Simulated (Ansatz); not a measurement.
# Al: the cost of one run

Program: Ansatz 0.2.0. Level of theory: DFT PBE, scalar-relativistic, plane waves, PAW. These are calculated values, not measurements.

## (1) The system as given

It takes space group P1 (No. 1, triclinic). The conventional cell has a = 4.256 Å, b = 4.520 Å, c = 5.053 Å, α = 107.64°, β = 110.14°, γ = 93.97°. Al (site symmetry 1) is surrounded by 2 Al at 2.24 to 2.33 Å. Around Al (site symmetry 1) lie 1 Al at 1.58 Å. Al (site symmetry 1) has 3 Al at 2.33 to 2.57 Å as nearest neighbours.

Coordinates:

```cif
data_structure
_symmetry_space_group_name_H-M 'P 1'
_symmetry_Int_Tables_number 1
_cell_length_a 4.5199
_cell_length_b 4.2560
_cell_length_c 5.0534
_cell_angle_alpha 69.860
_cell_angle_beta 72.365
_cell_angle_gamma 93.975
_cell_volume 85.32
loop_
_atom_site_label
_atom_site_type_symbol
_atom_site_fract_x
_atom_site_fract_y
_atom_site_fract_z
_atom_site_occupancy
Al1 Al 0.04098 0.77114 0.82867 1
Al2 Al 0.56960 0.48396 0.18025 1
Al3 Al 0.53076 0.13143 0.14270 1
Al4 Al 0.74974 0.99070 0.52074 1
```

## (2) Coarse relaxation

File input.yaml:

```yaml
crystal:
  lattice:
    - [4.5198917961, 0.0, 0.0]
    - [-0.2950169448, 4.2457563153, 0.0]
    - [1.530953503, 1.8505604841, 4.4461350817]
  atoms:
    - { symbol: Al, position: [0.0409839241, 0.771140119, 0.8286664225] }
    - { symbol: Al, position: [0.5696023286, 0.4839559671, 0.1802497721] }
    - { symbol: Al, position: [0.5307614327, 0.1314330376, 0.1426987312] }
    - { symbol: Al, position: [0.7497442789, 0.9907040825, 0.520742194] }
basis:
  ecutwfc: 420
kpoints:
  mp_grid: { grid: [4, 4, 4] }
hamiltonian:
  xc: pbe
scf:
  occupations: { method: gaussian, width: 0.1 }
  lower_state_search: "off"
output:
  forces: true
  stress: true
  eigenvalues: true
relax:
  adjacent_minimum: "off"
  f_tol: 0.04
  max_steps: 70
  cell: { stress_tol: 0.4 }
```

**Question.** How long does this run take on 1 thread of an Arm CPU, shared host, and how much memory does it need?

About 46 s, with a peak of 0.35 GiB.
